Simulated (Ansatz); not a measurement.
A run of Ansatz 0.2.0 is set up as follows.

File input.yaml:

```yaml
crystal:
  lattice:
    - [3.74, 0.0, 0.0]
    - [0.0, 3.74, 0.0]
    - [0.0, 0.0, 3.74]
  atoms:
    - { symbol: Au, position: [0.0, 0.0, 0.0] }
    - { symbol: Cu, position: [0.5, 0.5, 0.0] }
    - { symbol: Cu, position: [0.5, 0.0, 0.5] }
    - { symbol: Cu, position: [0.0, 0.5, 0.5] }
hamiltonian:
  xc: rpbe
  pseudopotentials: { kind: paw }
kpoints:
  mp_grid: { grid: [7, 7, 7] }
scf:
  occupations: { method: fermi_dirac, width: 0.05 }
output:
  forces: true
  stress: true
  eigenvalues: true
relax:
  f_tol: 0.01
  max_steps: 40
  cell: { stress_tol: 0.05 }
```

Potentials or basis: Ansatz PAW.

Run with:

```console
$ ansatz run input.yaml --threads 2 --pin off --max-ram 5632MiB --backend cpu --events-out ev --progress --plain --runs-dir out
```

Task: Estimate the band gap on the k mesh.

Result: None (metal or under the smearing width).

Task: Estimate the relaxed cell.

Result: a = 3.822 Å, b = 3.822 Å, c = 3.822 Å, α = 90.00°, β = 90.00°, γ = 90.00°.

The path:
```tsv
step	energy change (eV)	largest force (eV/Å)	volume (Å³)
1	0.0000	0.0000	52.31
2	-0.0932	0.0000	55.14
3	-0.0962	0.0000	55.75
4	-0.0962	0.0000	55.84
5	-0.0983	0.0000	55.84
6	-0.0983	0.0000	55.81
7	-0.0983	0.0000	55.81
```

Caveat: the plane-wave basis is chosen anew once the cell has moved, so the energies of steps on either side of that aren't comparable; the PAW data sets come from PBE, with cores solved anew for the run's functional, which leaves a small shift of forces and pressure. Zero-point motion and thermal expansion aren't in these numbers.
